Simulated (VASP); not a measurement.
# Cu3N (Pm-3m) in VASP: single point with r2SCAN

Aim: the single point of Cu3N with r2SCAN.

Program: VASP 6.6.1. These are calculated values, not measurements. Logs are shortened: lines on timing, memory, paths and dates and some standing lists are left out, and cuts for length are marked.

## Step 1: The structure

Symmetry: Pm-3m, No. 221, cubic system. The conventional cell has a = 3.815 Å, b = 3.815 Å, c = 3.815 Å, α = 90.00°, β = 90.00°, γ = 90.00°. Around Cu (site symmetry 4/mmm) lie 2 N at 1.91 Å. N (site symmetry m-3m) has 6 Cu at 1.91 Å as nearest neighbours.

The cell is a database's computed one.

## Step 2: Single point, r2SCAN

POSCAR

```
Cu3N
1.0
    3.8147060000      0.0000000000      0.0000000000
    0.0000000000      3.8147060000      0.0000000000
    0.0000000000      0.0000000000      3.8147060000
Cu N
3 1
Direct
    0.0000000000      0.0000000000      0.5000000000
    0.0000000000      0.5000000000      0.0000000000
    0.5000000000      0.0000000000      0.0000000000
    0.0000000000      0.0000000000      0.0000000000
```

INCAR.step1

```
PREC = Accurate
ENCUT = 520
ISMEAR = -5
SIGMA = 0.08
LREAL = False
LASPH = True
NELM = 100
LMAXMIX = 4
NBANDS = 27
GGA = PE
ALGO = Normal
EDIFF = 1E-4
LWAVE = True
LCHARG = False
```

INCAR.step2

```
PREC = Accurate
ENCUT = 520
EDIFF = 1E-6
ISMEAR = -1
SIGMA = 0.08
LREAL = False
LASPH = True
NELM = 100
ALGO = Normal
ISIF = 2
LWAVE = False
LCHARG = False
LMAXMIX = 4
METAGGA = R2SCAN
LMIXTAU = True
LORBIT = 11
NBANDS = 27
ISTART = 1
```

KPOINTS

```
regular mesh
0
Gamma
  11 11 11
```

Potentials or basis: VASP PAW PBE potentials, release 64 (Cu, N).

Started as:

```
> cat potpaw_PBE.64/Cu/POTCAR potpaw_PBE.64/N/POTCAR > POTCAR
> cp INCAR.step1 INCAR
> mpirun -np 1 vasp_std > vasp.out
> cp INCAR.step2 INCAR
> mpirun -np 1 vasp_std > vasp.out
```

OUTCAR:

```text
PREC = Accurate
   ENCUT = 520
   EDIFF = 1E-6
   ISMEAR = -1
   LREAL = False
   LASPH = True
   NELM = 100
   ISIF = 2
   METAGGA = R2SCAN
   LORBIT = 11
   ISTART = 1

 ion  position               nearest neighbor table
   1  0.000  0.000  0.500-   4 1.91   4 1.91   2 2.70   2 2.70   3 2.70   3 2.70   2 2.70   2 2.70
                             3 2.70   3 2.70
   2  0.000  0.500  0.000-   4 1.91   4 1.91   1 2.70   1 2.70   1 2.70   3 2.70   3 2.70   1 2.70
                             3 2.70   3 2.70
   3  0.500  0.000  0.000-   4 1.91   4 1.91   1 2.70   1 2.70   2 2.70   1 2.70   2 2.70   2 2.70
                             1 2.70   2 2.70
   4  0.000  0.000  0.000-   1 1.91   2 1.91   3 1.91   1 1.91   2 1.91   3 1.91

  LATTYP: Found a simple cubic cell.
 ALAT       =     3.8147060000

  Lattice vectors:

 A1 = (   3.8147060000,   0.0000000000,   0.0000000000)
 A2 = (   0.0000000000,   3.8147060000,   0.0000000000)
 A3 = (   0.0000000000,   0.0000000000,   3.8147060000)

Analysis of symmetry for initial positions (statically):
=====================================================================
 Subroutine PRICEL returns:
 Original cell was already a primitive cell.

 Routine SETGRP: Setting up the symmetry group for a
 simple cubic supercell.

 Subroutine GETGRP returns: Found 48 space group operations
 (whereof 48 operations were pure point group operations)
 out of a pool of 48 trial point group operations.

The static configuration has the point symmetry O_h .

Analysis of symmetry for dynamics (positions and initial velocities):
=====================================================================
 Subroutine PRICEL returns:
 Original cell was already a primitive cell.

 Routine SETGRP: Setting up the symmetry group for a
 simple cubic supercell.

 Subroutine GETGRP returns: Found 48 space group operations
 (whereof 48 operations were pure point group operations)
 out of a pool of 48 trial point group operations.

The dynamic configuration has the point symmetry O_h .

 Subroutine INISYM returns: Found 48 space group operations
 (whereof 48 operations are pure point group operations),
 and found     1 'primitive' translations

----------------------------------------------------------------------------------------

                                     Primitive cell

  volume of cell :      55.5115

  direct lattice vectors                    reciprocal lattice vectors
     3.814706000  0.000000000  0.000000000     0.262143400  0.000000000  0.000000000
     0.000000000  3.814706000  0.000000000     0.000000000  0.262143400  0.000000000
     0.000000000  0.000000000  3.814706000     0.000000000  0.000000000  0.262143400

  length of vectors
     3.814706000  3.814706000  3.814706000     0.262143400  0.262143400  0.262143400

  position of ions in fractional coordinates (direct lattice)
     0.000000000  0.000000000  0.500000000
     0.000000000  0.500000000  0.000000000
     0.500000000  0.000000000  0.000000000
     0.000000000  0.000000000  0.000000000

  ion indices of the primitive-cell ions
   primitive index   ion index
                 1           1
                 2           2
                 3           3
                 4           4

----------------------------------------------------------------------------------------

 KPOINTS: regular mesh

Automatic generation of k-mesh.
 Grid dimensions read from file:
 generate k-points for:   11   11   11

 Generating k-lattice:

  Cartesian coordinates                     Fractional coordinates (reciprocal lattice)
     0.023831218  0.000000000  0.000000000     0.090909091  0.000000000  0.000000000
     0.000000000  0.023831218  0.000000000     0.000000000  0.090909091  0.000000000
     0.000000000  0.000000000  0.023831218     0.000000000  0.000000000  0.090909091

  Length of vectors
     0.023831218  0.023831218  0.023831218

  Shift w.r.t. Gamma in fractional coordinates (k-lattice)
     0.000000000  0.000000000  0.000000000

 Subroutine IBZKPT returns following result:
 ===========================================

 Found     56 irreducible k-points:

 Following reciprocal coordinates:
            Coordinates               Weight
  0.000000  0.000000  0.000000      1.000000
  0.090909  0.000000  0.000000      6.000000
  0.181818  0.000000  0.000000      6.000000
  0.272727  0.000000  0.000000      6.000000
  0.363636  0.000000  0.000000      6.000000
  0.454545  0.000000  0.000000      6.000000
[... 16 lines left out ...]
  0.181818  0.090909  0.090909     24.000000
  0.272727  0.090909  0.090909     24.000000
 [... further k-points ...]
   k-points           NKPTS =     56   k-points in BZ     NKDIM =     56   number of bands    NBANDS=     27
   number of dos      NEDOS =    301   number of ions     NIONS =      4
   total plane-waves  NPLWV =  21952
   dimension x,y,z NGX =    28 NGY =   28 NGZ =   28
   dimension x,y,z NGXF=    56 NGYF=   56 NGZF=   56
   ions per type =               3   1
   NGX,Y,Z   is equivalent  to a cutoff of  12.20, 12.20, 12.20 a.u.
   NGXF,Y,Z  is equivalent  to a cutoff of  24.40, 24.40, 24.40 a.u.
 SYSTEM =  unknown system
   PREC   = accura    normal or accurate (medium, high low for compatibility)
   ISTART =      1    job   : 0-new  1-cont  2-samecut
   ICHARG =      0    charge: 1-file 2-atom 10-const
   ISPIN  =      1    spin polarized calculation?
   LNONCOLLINEAR =      F non collinear calculations
   LSORBIT =      F    spin-orbit coupling
   LASPH  =      T    aspherical Exc in radial PAW
   ENCUT  =  520.0 eV  38.22 Ry    6.18 a.u.   7.09  7.09  7.09*2*pi/ulx,y,z
   NELM   =    100;   NELMIN=  2; NELMDL=  0     # of ELM steps
   EDIFF  = 0.1E-05   stopping-criterion for ELM
   LREAL  =      F    real-space projection
   EDIFFG = 0.1E-04   stopping-criterion for IOM
   NSW    =      0    number of steps for IOM
   IBRION =     -1    ionic relax: 0-MD 1-quasi-New 2-CG
   NFREE  =      0    steps in history (QN), initial steepest desc. (CG)
   ISIF   =      2    stress and relaxation
   ISYM   =      2    0-nonsym 1-usesym 2-fastsym
   POTIM  = 0.5000    time-step for ionic-motion
   TEBEG  =    0.0;   TEEND  =   0.0 temperature during run
   PSTRESS=    0.0 pullay stress
   NELECT =      38.0000    total number of electrons
   NUPDOWN=      -1.0000    fix difference up-down
   EMIN   =  10.00;   EMAX   =-10.00  energy-range for DOS
   EFERMI =   0.00;   METHOD = LEGACY
   ISMEAR =    -1;   SIGMA  =   0.08  broadening in eV -4-tet -1-fermi 0-gaus
   EFERMI_NEDOS =   21; number of points for ismear=-14 and -15
   IALGO  =     38    algorithm
   IMIX   =      4    mixing-type and parameters
     AMIX     =   0.40;   BMIX     =  1.00
     AMIX_MAG =   1.60;   BMIX_MAG =  1.00
  volume/ion in A,a.u.               =      13.88        93.65
  Fermi-wavevector in a.u.,A,eV,Ry     =   1.442807  2.726510 28.323146  2.081693
  Thomas-Fermi vector in A             =   2.561286
   LORBIT       =     11    0 simple, 1 ext, 2 COOP (PROOUT), +10 PAW based schemes
   METAGGA = R2SCAN    functional components
   LHFCALC =     F    Hartree Fock is set to
   AEXX    =    0.0000 exact exchange contribution
   IVDW    =     0    specifies the selected vdW correction
   LEPSILON=     F    determine dielectric tensor
   LRPA    =     F    only Hartree local field effects (RPA)
 non-spin polarized calculation
  energy-cutoff  :      520.00
  volume of cell :       55.51
 maximum number of plane-waves:      1509
   NGX = 15   NGY = 15   NGZ = 15

 number of electron      37.9999896 magnetization

 Free energy of the ion-electron system (eV)
  ---------------------------------------------------
  ext. energy  EPLUGINS =         0.00000000
  ---------------------------------------------------
  free energy    TOTEN  =       -40.71441670 eV

  energy without entropy =      -40.71360075  energy(sigma->0) =      -40.71400873

 E-fermi :   5.0273     XC(G=0): -11.4299

 val. band max:        4.6474552646   @ k =   0.4545   0.4545   0.3636
 cond. band min:       5.3415684459   @ k =   0.4545   0.4545   0.0000
 fundamental gap:      0.6941131814
 Fermi energy:         5.0273291207

 k-point     1 :       0.0000    0.0000    0.0000
  band No.  band energies     occupation
      1     -12.9524      2.00000
      2      -0.5177      2.00000
      3      -0.1376      2.00000
      4      -0.1375      2.00000
      5      -0.1375      2.00000
      6       0.8120      2.00000
[... 19 lines left out ...]
     26      17.5781      0.00000
     27      17.5781      0.00000

 k-point     2 :       0.0909    0.0000    0.0000
  band No.  band energies     occupation
      1     -12.9225      2.00000
      2      -0.6681      2.00000
      3      -0.2381      2.00000
      4      -0.2378      2.00000
      5      -0.2377      2.00000
      6       0.8207      2.00000
[... 19 lines left out ...]
     26      17.0457      0.00000
     27      17.1575      0.00000

 k-point     3 :       0.1818    0.0000    0.0000
  band No.  band energies     occupation
      1     -12.8404      2.00000
      2      -1.2775      2.00000
      3      -0.4419      2.00000
      4      -0.4419      2.00000
      5      -0.1207      2.00000
      6       0.8444      2.00000
[... 594 lines left out ...]
      1     -12.7804      2.00000
      2      -1.3320      2.00000
      3      -0.8174      2.00000
      4      -0.7660      2.00000
      5       0.0464      2.00000
      6       0.9536      2.00000
[... 19 lines left out ...]
     26      14.8971      0.00000
     27      15.4814      0.00000

 k-point    24 :       0.2727    0.0909    0.0909
  band No.  band energies     occupation
      1     -12.6680      2.00000
      2      -2.0052      2.00000
      3      -0.9474      2.00000
      4      -0.9313      2.00000
      5       0.2908      2.00000
      6       0.9901      2.00000
[... 19 lines left out ...]
     26      14.7160      0.00000
     27      15.1287      0.00000

 [... further k-points ...]

------------------------ aborting loop because EDIFF is reached ----------------------------------------

  FORCE on cell =-STRESS in cart. coord.  units (eV):
  Direction    XX          YY          ZZ          XY          YZ          ZX
  --------------------------------------------------------------------------------------
  -------------------------------------------------------------------------------------
  Total       -0.6609271     -0.6609271     -0.6609271     -0.0000000      0.0000000     -0.0000000
  in kB      -19.0757191    -19.0757191    -19.0757191     -0.0000000      0.0000000     -0.0000000
  external PRESSURE =     -19.0757191 kB  Pullay stress =       0.0000000 kB

 VOLUME and BASIS-vectors are now :
 -----------------------------------------------------------------------------
  energy-cutoff  :      520.00
  volume of cell :       55.51
      direct lattice vectors                 reciprocal lattice vectors
     3.814706000  0.000000000  0.000000000     0.262143400  0.000000000  0.000000000
     0.000000000  3.814706000  0.000000000     0.000000000  0.262143400  0.000000000
     0.000000000  0.000000000  3.814706000     0.000000000  0.000000000  0.262143400

 POSITION                                       TOTAL-FORCE (eV/Angst)
 -----------------------------------------------------------------------------------
      0.00000      0.00000      1.90735         0.000000      0.000000      0.000000
      0.00000      1.90735      0.00000         0.000000      0.000000      0.000000
      1.90735      0.00000      0.00000         0.000000      0.000000      0.000000
      0.00000      0.00000      0.00000         0.000000      0.000000      0.000000
 -----------------------------------------------------------------------------------
    total drift:                                0.000000      0.000000     -0.000000

  FREE ENERGIE OF THE ION-ELECTRON SYSTEM (eV)
  ---------------------------------------------------
  free  energy   TOTEN  =       -40.7144166997 eV

  energy  without entropy=      -40.7136007534  energy(sigma->0) =      -40.71400873

 total charge

# of ion       s       p       d       tot
------------------------------------------
    1        0.433   0.393   9.246  10.071
    2        0.433   0.393   9.246  10.071
    3        0.433   0.393   9.246  10.071
    4        1.217   2.539   0.000   3.756
--------------------------------------------------
tot          2.516   3.717  27.737  33.970
```

Wall time 2.5 min (1 thread of AMD EPYC 9R14 (Zen 4), shared host); peak memory 0.18 GiB.

What came out:

- Free energy: -40.7144 eV
- Pressure: -1.9 GPa
- Band gap on the k mesh: 0.69 eV, indirect (least direct gap 1.18 eV)
- Valence electrons inside the program's atomic spheres: Cu 10.07; N 3.76

Caveat: the PAW data sets were made with another functional, which shifts forces and pressure a little; an odd mesh through Γ misses points on the zone boundary, where band edges often lie.
